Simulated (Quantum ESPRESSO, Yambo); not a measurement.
## PbS (Galena): G0W0 in Yambo against the bands

Wanted: the cheapest bands that holds the gap of PbS (Galena).

Main program and level: Yambo 5.3.0; PBE and many-body steps on it, plane waves.

Most raw output is cut from this account.

The database entry behind the starting cell differs from later determinations by our own check (about 0.1 % short), so it need not match the best structure at ambient conditions.

## 1. The structure

The structure is cubic, space group Fm-3m (No. 225). The conventional cell has a = 5.931 Å, b = 5.931 Å, c = 5.931 Å, α = 90.00°, β = 90.00°, γ = 90.00°. Pb has 6 S at 2.97 Å nearest. Nearest to S lie 6 Pb at 2.97 Å. Farther neighbours and most contacts between anions are not listed.

Coordinates:

```
Pb S
1.0
     0.00000    2.96575    2.96575
     2.96575    0.00000    2.96575
     2.96575    2.96575    0.00000
Pb S
1 1
Direct
  0.00000 0.00000 0.00000
  0.50000 0.50000 0.50000
```

The cell and positions come from the Crystallography Open Database and are kept as given unless a step says otherwise. Spin-orbit coupling is left out unless a step names it.

## 2. 41 bands

This step: Yambo 5.3.0; G0W0 on PBE, plane waves, norm-conserving pseudopotentials.

G0W0 replaces the xc potential by the self-energy, built once from these orbitals. Only a window of levels is corrected, while the sums run over the empty bands that the input names.

gw1.in reads:

```
HF_and_locXC
gw0
dyson
ppa
em1d
rim_cut
RandQpts= 1000000
RandGvec= 1 RL
EXXRLvcs= 76 Ry
VXCRLvcs= 304 Ry
Chimod= "HARTREE"
% BndsRnXp
 1 | 41 |
%
NGsBlkXp= 15.5 Ry
% LongDrXp
 1 | 1 | 1 |
%
% GbndRnge
 1 | 41 |
%
DysSolver= "n"
ExtendOut
PPAPntXp= 27.21138 eV
% QPkrange
 3 | 3 | 13 | 16 |
 1 | 1 | 13 | 16 |
%
```

Started as:

```console
$ OMP_NUM_THREADS=1 mpirun -n 4 yambo -F gw1.in -J gw1 -C gw1 > gw1.log
```

It took 56 s on 4 MPI ranks of Arm Neoverse V1, shared host; peak memory 1.6 GiB; 3.7 min of CPU time.

Numbers from this step:

- G0W0 gap on the points computed: 0.3989 eV
- starting gap on the mesh: 0.3682 eV
- k of the valence top: 0, 0, -0.5
- k of the conduction bottom: 0, 0, -0.5
- least direct G0W0 gap on the computed points: 0.3989 eV
- Z at the valence top: 0.7861
- Z at the conduction bottom: 0.8098

The gap on the mesh goes from 0.37 eV to 0.40 eV, a correction of +0.03 eV.

## 3. 72 bands

gw2.in, as its differences from gw1.in of step 2:

```diff
@@ -12,3 +12,3 @@
 % BndsRnXp
- 1 | 41 |
+ 1 | 72 |
 %
@@ -19,3 +19,3 @@
 % GbndRnge
- 1 | 41 |
+ 1 | 72 |
 %
```

Started as:

```console
$ OMP_NUM_THREADS=1 mpirun -n 4 yambo -F gw2.in -J gw2 -C gw2 > gw2.log
```

Wall time 100 s (4 MPI ranks); peak memory 1.6 GiB.

This step gave:

| Property | Result |
| --- | --- |
| G0W0 gap on the points computed | 0.5249 eV |
| starting gap on the mesh | 0.3682 eV |
| k of the valence top | 0, 0, -0.5 |
| k of the conduction bottom | 0, 0, -0.5 |
| least direct G0W0 gap on the computed points | 0.5249 eV |
| Z at the valence top | 0.7865 |
| Z at the conduction bottom | 0.8094 |

Against the run before, the gap moves by +0.126 eV.

## 4. 132 bands

gw3.in, as its differences from gw2.in of step 3:

```diff
@@ -12,3 +12,3 @@
 % BndsRnXp
- 1 | 72 |
+ 1 | 132 |
 %
@@ -19,3 +19,3 @@
 % GbndRnge
- 1 | 72 |
+ 1 | 132 |
 %
```

Started as:

```console
$ OMP_NUM_THREADS=1 mpirun -n 4 yambo -F gw3.in -J gw3 -C gw3 > gw3.log
```

It took 3 min on 4 MPI ranks; peak memory 1.6 GiB.

Numbers from this step:

| Quantity | Value |
| --- | --- |
| G0W0 gap on the points computed | 0.6053 eV |
| starting gap on the mesh | 0.3682 eV |
| k of the valence top | 0, 0, -0.5 |
| k of the conduction bottom | 0, 0, -0.5 |
| least direct G0W0 gap on the computed points | 0.6053 eV |

Against the run before, the gap moves by +0.080 eV.

## 5. 231 bands

gw4.in, as its differences from gw3.in of step 4:

```diff
@@ -12,3 +12,3 @@
 % BndsRnXp
- 1 | 132 |
+ 1 | 231 |
 %
@@ -19,3 +19,3 @@
 % GbndRnge
- 1 | 132 |
+ 1 | 231 |
 %
```

Started as:

```console
$ OMP_NUM_THREADS=1 mpirun -n 4 yambo -F gw4.in -J gw4 -C gw4 > gw4.log
```

Run time: 5.3 min. Hardware: 4 MPI ranks; peak memory 1.9 GiB; 21 min of CPU time.

Numbers from this step:

```yaml
g0w0_gap_on_the_points_computed: 0.6680 eV
starting_gap_on_the_mesh: 0.3682 eV
k_of_the_valence_top: 0, 0, -0.5
k_of_the_conduction_bottom: 0, 0, -0.5
least_direct_g0w0_gap_on_the_computed_points: 0.6680 eV
```

Against the run before, the gap moves by +0.063 eV.

## 6. 349 bands

gw5.in, as its differences from gw4.in of step 5:

```diff
@@ -12,3 +12,3 @@
 % BndsRnXp
- 1 | 231 |
+ 1 | 349 |
 %
@@ -19,3 +19,3 @@
 % GbndRnge
- 1 | 231 |
+ 1 | 349 |
 %
```

Started as:

```console
$ OMP_NUM_THREADS=1 mpirun -n 4 yambo -F gw5.in -J gw5 -C gw5 > gw5.log
```

The job ended after 8.1 min (4 MPI ranks; peak memory 2.3 GiB; 32 min of CPU time).

This step gave:

* G0W0 gap on the points computed: 0.6988 eV
* starting gap on the mesh: 0.3682 eV
* k of the valence top: 0, 0, -0.5
* k of the conduction bottom: 0, 0, -0.5
* least direct G0W0 gap on the computed points: 0.6988 eV

Against the run before, the gap moves by +0.031 eV.

## 7. 482 bands

gw6.in, as its differences from gw5.in of step 6:

```diff
@@ -12,3 +12,3 @@
 % BndsRnXp
- 1 | 349 |
+ 1 | 482 |
 %
@@ -19,3 +19,3 @@
 % GbndRnge
- 1 | 349 |
+ 1 | 482 |
 %
```

Started as:

```console
$ OMP_NUM_THREADS=1 mpirun -n 4 yambo -F gw6.in -J gw6 -C gw6 > gw6.log
```

Run time: 11 min. Hardware: 4 MPI ranks; peak memory 2.8 GiB.

Numbers from this step:

```
G0W0 gap on the points computed              : 0.7117 eV
starting gap on the mesh                     : 0.3682 eV
k of the valence top                         : 0, 0, -0.5
k of the conduction bottom                   : 0, 0, -0.5
least direct G0W0 gap on the computed points : 0.7117 eV
```

Against the run before, the gap moves by +0.013 eV.

## 8. The runs together

Times are wall times on 4 MPI ranks of Arm Neoverse V1, shared host, good to a factor of about two.

```
      run   mesh  bands  screening cutoff (eV)  DFT gap (eV)  gap on the mesh (eV)  direct (eV)     time
 41 bands  4×4×4     41                  210.9         0.368                 0.399        0.399     56 s
 72 bands  4×4×4     72                  210.9         0.368                 0.525        0.525    100 s
132 bands  4×4×4    132                  210.9         0.368                 0.605        0.605    3 min
231 bands  4×4×4    231                  210.9         0.368                 0.668        0.668  5.3 min
349 bands  4×4×4    349                  210.9         0.368                 0.699        0.699  8.1 min
482 bands  4×4×4    482                  210.9         0.368                 0.712        0.712   11 min
```

## 9. Results

```
41 bands     : 0.399 eV
72 bands     : 0.525 eV
132 bands    : 0.605 eV
231 bands    : 0.668 eV
349 bands    : 0.699 eV
482 bands    : 0.712 eV
known limits : not at the basis limit; model gap, bands may invert with spin-orbit coupling; no spin-orbit coupling; coarse k mesh
```

What this shows: The setting moved: bands. From 41 bands to 482 bands the gap moves by +0.31 eV, for 12 times the time. The last step still moves it by +0.013 eV. Bands and screening cutoff are coupled, so a series along one setting does not show full convergence. Bands and cutoff are finite, so the gap is not at the basis limit. The miss can reach some tenths of an eV and take either sign; the mesh is an error of its own. In the G0W0 runs levels were corrected at 2 k points alone, so a gap called «on the mesh» is the least over those, and an edge elsewhere would be missed. The 4×4×4 mesh is coarse for this cell, which bears on the long-range parts of exchange and screening. Where an edge is built on 6p states of lead, bismuth or thallium, scalar-relativistic gaps usually stand too wide, by a few tenths to over one eV. With atoms this heavy and so narrow a gap, spin-orbit coupling can invert the bands. These scalar-relativistic gaps are then model values, not to be set against experiment, and a spin-orbit change taken from DFT can't simply be added.

[Paths, hosts, dates, memory and timing lines, banners, echoed tables and standing remarks are left out of the program output.]

[Logs are printed without paths, hosts, clocks, repeated set-up lines and the standing remarks that a program may print on its own settings, such as how far it seeks lower states.]

[Runs of the session that timed out or met a known fault of the program may be left out.]

[Hosts, paths, dates, database ids (printed as entryN), source tags and the programs' standing remarks are cut or masked in the printed files.]
